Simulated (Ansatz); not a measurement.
Ga2O3 (C2/m) under strain

Ga2O3 (C2/m) from a database of computed structures, relaxed with r2SCAN in Ansatz 0.2.0. Space group C2/m (No. 12), monoclinic; a = 12.255 Å, b = 3.039 Å, c = 5.808 Å, β = 103.8° in the conventional setting, 10.50 Å³ an atom. Around Ga lie 6 O at 1.94–2.08 Å; around Ga lie 4 O at 1.83–1.87 Å; around O lie 3 Ga at 1.84–1.94 Å; around O lie 4 Ga at 1.87–2.08 Å; around O lie 3 Ga at 1.83–1.94 Å.

The axes x, y and z are those of this cell:
```
Ga O
1.0
     6.12741   -1.51956   -0.00261
     6.12741    1.51956   -0.00261
    -1.38364    0.00000    5.64108
Ga O
4 6
Direct
  0.34126 0.34126 0.68555
  0.65874 0.65874 0.31445
  0.90949 0.90949 0.20523
  0.09051 0.09051 0.79477
  0.50370 0.50370 0.74375
  0.49630 0.49630 0.25625
  0.82666 0.82666 0.43647
  0.17334 0.17334 0.56353
  0.16421 0.16421 0.10913
  0.83579 0.83579 0.89087
```

Unstrained: PBE gives an indirect gap of 2.367 eV, from k = (0.448, -0.458, -1/2) to Γ; the least direct gap is 2.394 eV at Γ. The r2SCAN gap is indirect, 3.023 eV (k = (0.448, -0.458, -1/2) to Γ), below the direct gap of 3.053 eV at Γ. The HSE06 gap is indirect, 4.180 eV (k = (0.448, -0.458, -1/2) to Γ), below the direct gap of 4.197 eV at Γ. Least and direct gap differ so little that the kind isn't settled. Meshes: PBE 8×8×4, r2SCAN 8×8×4, HSE06 6×6×4. Strains are changes of length per length. After each strain the atoms were relaxed again with r2SCAN within the symmetry that the strain leaves, so tilts or polar shifts that break it weren't tested; points keep the names that they have in the unstrained zone. The values are computed, spin-unpolarised, and not measurements.

Changes of the least gap in eV (an overlap counts as a negative gap):
```tsv
strain	volume change (%)	space group	PBE	r2SCAN	HSE06	energy rise, r2SCAN (meV/atom)
isotropic -3.0 % on every length	-8.7	C2/m	+0.713	+0.738	+0.752	53.3
isotropic -2.0 % on every length	-5.9	C2/m	+0.475	+0.492	+0.502	23.0
isotropic -1.0 % on every length	-3.0	C2/m	+0.237	+0.245	+0.250	5.6
isotropic +1.0 % on every length	+3.0	C2/m	-0.232	-0.242	-0.248	5.3
isotropic +2.0 % on every length	+6.1	C2/m	-0.457	-0.476	-0.490	20.4
isotropic +3.0 % on every length	+9.3	C2/m	-0.673	-0.702	-0.732	44.7
```

Isotropic -3.0 % on every length. HSE06: the gap goes from 4.180 to 4.932 eV (+0.752 eV); the edges go from (0.448, -0.458, -1/2) → Γ to (0.438, -0.438, -1/2) → Γ. Stress change with r2SCAN, compression positive: xx +18.37, yy +20.67, zz +21.15, xz -0.14 GPa.

Isotropic -2.0 % on every length. HSE06: the gap goes from 4.180 to 4.682 eV (+0.502 eV); the edges go from (0.448, -0.458, -1/2) → Γ to (0.443, -0.443, -1/2) → Γ. Stress change with r2SCAN, compression positive: xx +11.51, yy +12.88, zz +13.19, xz -0.03 GPa.

Isotropic -1.0 % on every length. HSE06: the gap goes from 4.180 to 4.430 eV (+0.250 eV); the edges go from (0.448, -0.458, -1/2) → Γ to (0.448, -0.448, -1/2) → Γ. Stress change with r2SCAN, compression positive: xx +5.41, yy +6.03, zz +6.17 GPa.

Isotropic +1.0 % on every length. HSE06: the gap goes from 4.180 to 3.932 eV (-0.248 eV). Stress change with r2SCAN, compression positive: xx -4.79, yy -5.32, zz -5.42, xz -0.04 GPa. For HSE06, dE_g/d ln V = -8.3 eV over this step.

Isotropic +2.0 % on every length. HSE06: the gap goes from 4.180 to 3.690 eV (-0.490 eV). Stress change with r2SCAN, compression positive: xx -9.01, yy -9.99, zz -10.14, xz -0.10 GPa. For HSE06, dE_g/d ln V = -8.2 eV over this step.

Isotropic +3.0 % on every length. HSE06: the gap goes from 4.180 to 3.448 eV (-0.732 eV); it turns from indirect ((0.448, -0.458, -1/2) → Γ) to direct (Γ); least and direct gap lie within 0.04 eV, so its kind isn't settled. Stress change with r2SCAN, compression positive: xx -12.69, yy -14.09, zz -14.23, xz -0.15 GPa.

Where an edge lies off the special points, it is a point of the mesh or the k point where a search put PBE's edge or least direct gap, reused for the other functionals, whose own edges may lie a little apart.

Coordinates of k points refer to the reciprocal vectors of the primitive cell of the runs.

The meshes of the hybrids are coarse, so their gaps aren't converged to the digits shown.
